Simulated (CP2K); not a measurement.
Runs of CP2K 2026.2 on Mg. It takes space group P6_3/mmc (No. 194, hexagonal). The conventional cell has a = 3.209 Å, b = 3.209 Å, c = 5.210 Å, α = 90.00°, β = 90.00°, γ = 120.00°. Mg (site symmetry -6m2) is surrounded by 12 Mg at 3.20 to 3.21 Å. 

```tsv
level	potentials or basis	smearing	EPS_DEFAULT	NGRIDS	basis sets	potentials	points a segment of the path (NPOINTS)	gap on the mesh (eV)	pressure (GPa)
LDA	GTH_POTENTIALS Mg GTH-PADE-q10; TZVP-MOLOPT-PBE-GTH basis	fermi-dirac 0.05 eV	1.0E-10	4	Mg TZVP-MOLOPT-PBE-GTH-q10	Mg GTH-PADE-q10 of GTH_POTENTIALS	10	none	-1.4
PBEsol	POTENTIAL_UZH Mg GTH-PBE-q10; TZVP-MOLOPT-PBE-GTH basis	fermi-dirac 0.01 eV	1.0E-9	4	Mg TZVP-MOLOPT-PBE-GTH-q10	Mg GTH-PBE-q10 of POTENTIAL_UZH	10	none	-0.1
TB-mBJ	POTENTIAL_UZH Mg GTH-PBE-q10; TZVP-MOLOPT-PBE-GTH basis	fermi-dirac 0.05 eV	1.0E-10	5	Mg TZVP-MOLOPT-PBE-GTH-q10	Mg GTH-PBE-q10 of POTENTIAL_UZH	8	none	-
r2SCAN	POTENTIAL_UZH Mg GTH-SCAN-q10; TZVP-MOLOPT-SCAN-GTH basis	fermi-dirac 0.1 eV	1.0E-9	4	Mg TZVP-MOLOPT-SCAN-GTH-q10	Mg GTH-SCAN-q10 of POTENTIAL_UZH	8	none	(a)
```

Alike in all rows: task band structure; no spin polarisation; cell as given; k mesh 10 × 10 × 5.

Question: Fill in the values left out.

Answer: (a) -0.4.

Caveats: the basis of atomic orbitals isn't converged, which shifts pressures, moduli and gaps; the potentials were made for another functional, which shifts forces and pressure (some runs); this is a model potential without an energy functional, so only levels have meaning (some runs).

A gap of «none» marks a metal or a gap under the smearing width.

Runs at the PBE level aren't shown here.
